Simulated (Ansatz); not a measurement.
**How far is PAW off for AgCl?**

```
CELL_PARAMETERS angstrom
0.00000 2.82648 2.76313
2.82648 0.00000 2.76313
2.82648 2.82648 0.00000
ATOMIC_POSITIONS crystal
Ag 0.00000 0.00000 0.00000
Cl 0.50000 0.50000 0.50000
```

Atom numbers follow the list: Ag1, Cl2.

The structure comes from a relaxation in the same program, started in the rocksalt type. Whether it is a known phase or the ground state wasn't checked. The listed cell was then made from it by scaling, straining or moving an atom.

Methods: DFT, PBE, PAW with Ansatz's default frozen-core files, scalar-relativistic (Ansatz 0.2.0); DFT, PBE, all-electron PAW with datasets made for the crystal, scalar-relativistic (Ansatz 0.2.0); DFT, PBE, all-electron LAPW, scalar-relativistic (Ansatz 0.2.0).

For PAW: a Γ-centred 12×12×12 k mesh, Fermi–Dirac smearing of 0.08 eV, cutoff 420 eV, no spin polarisation. The crystal-made all-electron datasets (AE datasets) take a cutoff of 260 eV at this cell. LAPW targets a basis error of 0.5 meV/atom. The Ansatz runs share mesh, smearing and spin set-up. Plane-wave (PAW) pressures include the program's estimate of the Pulay term.

Stress and pressure are positive in compression.

The change that made this cell: z strained by -1.5 % at fixed volume.

No spin–orbit coupling: at heavy atoms the gradients can be off by tens of per cent for that reason.

```json
{"quantity": "pressure (GPa)", "PAW": "0.07", "AE datasets": "0.07", "LAPW": "0.07"}
{"quantity": "stress xx (GPa)", "PAW": "-0.05", "AE datasets": "-0.05", "LAPW": "-0.05"}
{"quantity": "stress zz (GPa)", "PAW": "0.31", "AE datasets": "0.31", "LAPW": "0.31"}
{"quantity": "band gap (eV)", "PAW": "0.860", "AE datasets": "0.862", "LAPW": "0.862"}
{"quantity": "field gradient Vzz at Ag1 (10²¹ V/m²)", "PAW": "-1.05", "AE datasets": "-1.05", "LAPW": "–"}
{"quantity": "field gradient Vzz at Cl2 (10²¹ V/m²)", "PAW": "1.18", "AE datasets": "1.17", "LAPW": "–"}
```

PAW's pressure differs from the LAPW value by about 0.01 GPa or less.
